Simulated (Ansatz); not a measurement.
# NbP: distorted cells

Theory: DFT PBE, scalar-relativistic, plane waves, PAW (Ansatz).

Settings: cutoff 420 eV, Γ-centred mesh 16×16×16 on the computed 4-atom cell, Gaussian smearing of 0.10 eV; no spin polarisation.

Reference cell:

```xyz
4
Lattice="-1.6625 1.6625 5.6900 1.6625 -1.6625 5.6900 1.6625 1.6625 -5.6900" Properties=species:S:1:pos:R:3 pbc="T T T"
Nb    0.0000    0.0000    0.0000
Nb    0.0000    1.6625    2.8450
P     0.0000    0.0000    5.6900
P     1.6625    0.0000    2.8450
```

Each variant moves atoms of this cell by the vectors given, if any (Å), and then applies a symmetric strain (tensor components, Cartesian axes). The reference cell isn't relaxed at this level. Energies are per atom at zero smearing, counted from the lowest variant. Pressure is positive in compression.

1. no strain; moves: P3 (0.000, 0.090, 0.000)
2. strain (xx yy zz yz xz xy, %) -1.44 -1.44 7.56 -0.51 0.51 -2.91; moves: Nb1 (-0.042, -0.042, 0.000); Nb2 (-0.043, -0.043, 0.000); P3 (0.042, 0.042, 0.000); P4 (0.043, 0.043, 0.000)
3. no strain; moves: Nb1 (0.045, 0.000, 0.000)

| variant | ΔE (meV/atom) | P (GPa) | largest force (eV/Å) | space group |
| --- | --- | --- | --- | --- |
| 1 | 13.0 | 19.70 | 1.67 | Cm |
| 2 | 376.0 | 27.43 | 3.51 | C2 |
| 3 | 0.0 | 19.28 | 0.96 | Cm |